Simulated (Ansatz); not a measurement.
**La2O3: band gap under strain**

Aim: follow the gap of La2O3, database structure through these states: -2.0 % equal strain in all directions; -1.0 % equal strain in all directions; +1.0 % equal strain in all directions. The table at the end shows which levels were run.

The runs shown are made with Ansatz 0.2.0. PAW datasets, plane waves. Calculated at 0 K for a non-magnetic cell.

**1. Starting point**

The unstrained cell was relaxed with r2SCAN; in each strained cell the atoms were relaxed again with r2SCAN. Names of k-points are those of the unstrained zone, where strain can split equivalent points. First state: -2.0 % equal strain in all directions.

It is trigonal, P-3m1 (No. 164); conventional cell a = 3.856 Å, c = 6.004 Å, 15.46 Å³ an atom. Near La stand 7 O at 2.32–2.66 Å; near O stand 4 La at 2.32–2.42 Å; near O stand 6 La at 2.66 Å.

Structure file:

```xyz
5
Lattice="3.8564 0.0000 0.0000 -1.9282 3.3397 0.0000 0.0000 0.0000 6.0037" Properties=species:S:1:pos:R:3 pbc="T T T"
La    1.9282    1.1132    4.5467
La    0.0000    2.2265    1.4570
O     1.9282    1.1132    2.1238
O     0.0000    2.2265    3.8799
O     0.0000    0.0000    0.0000
```

From earlier runs on the unstrained cell: PBE 3.84 eV, r2SCAN 4.23 eV, HSE06 5.29 eV, r2SCAN+SOC 4.21 eV; a = 3.935 Å, c = 6.126 Å.

**2. -2.0 % equal strain in all directions: PBE**

Contents of input.yaml:

```yaml
crystal:
  lattice:
    - [3.8563995137, 0.0, 0.0]
    - [-1.9281997569, 3.339739946, 0.0]
    - [0.0, 0.0, 6.0037026099]
  atoms:
    - { symbol: La, position: [0.6666666667, 0.3333333333, 0.7573159128] }
    - { symbol: La, position: [0.3333333333, 0.6666666667, 0.2426840872] }
    - { symbol: O, position: [0.6666666667, 0.3333333333, 0.3537516815] }
    - { symbol: O, position: [0.3333333333, 0.6666666667, 0.6462483185] }
    - { symbol: O, position: [0.0, 0.0, 0.0] }
kpoints:
  mp_grid: { grid: [12, 12, 4] }
  band_path:
    path:
      - [0.0, 0.0, 0.0]
      - [0.5, 0.0, 0.0]
      - [0.3333333333, 0.3333333333, 0.0]
      - [0.0, 0.0, 0.5]
      - [0.5, 0.0, 0.5]
      - [0.3333333333, 0.3333333333, 0.5]
      - [0.255208, 0.255208, -0.5]
      - [0.0, 0.5, 0.0]
    npoints: 1
hamiltonian:
  xc: pbe
scf:
  occupations: { method: fermi_dirac, width: 0.02 }
  n_extra_bands: 5
output:
  forces: true
  stress: true
  eigenvalues: true
```

On the command line:

```
$ ansatz run input.yaml --threads 2 --pin off --max-ram 20275MiB --backend cpu --events-out ev --progress --plain --runs-dir out
```

The runs that follow: -2.0 % equal strain in all directions: r2SCAN; -2.0 % equal strain in all directions: HSE06; -2.0 % equal strain in all directions: r2SCAN+SOC; -2.0 % equal strain in all directions: r2SCAN; -1.0 % equal strain in all directions: PBE; -1.0 % equal strain in all directions: r2SCAN; -1.0 % equal strain in all directions: HSE06; -1.0 % equal strain in all directions: r2SCAN+SOC; -1.0 % equal strain in all directions: r2SCAN; +1.0 % equal strain in all directions: PBE; +1.0 % equal strain in all directions: r2SCAN; +1.0 % equal strain in all directions: HSE06; +1.0 % equal strain in all directions: r2SCAN+SOC; +1.0 % equal strain in all directions: r2SCAN.

Before running it: what results should come out?

As calculated:

Least gap in eV (negative: overlap), with the change from the unstrained cell in brackets:

```
                                state  volume change (%)           PBE        r2SCAN         HSE06
-2.0 % equal strain in all directions               -5.9  3.87 (+0.03)  4.33 (+0.10)  5.37 (+0.08)
-1.0 % equal strain in all directions               -3.0  3.86 (+0.02)  4.30 (+0.07)  5.33 (+0.04)
+1.0 % equal strain in all directions               +3.0  3.79 (-0.05)  4.15 (-0.08)  5.21 (-0.08)
```

In words: The largest move of the HSE06 gap in the table is +0.078 eV, under -2.0 % equal strain in all directions. PBE and HSE06 differ by 1.45 eV on the unstrained gap, and by at most 0.05 eV on its change: PBE follows the response to strain far better than the gap itself. Spin-orbit coupling is left out of the table, though the cell holds La (Z = 57); in an element this heavy it can shift bands and gaps by tenths of an eV.
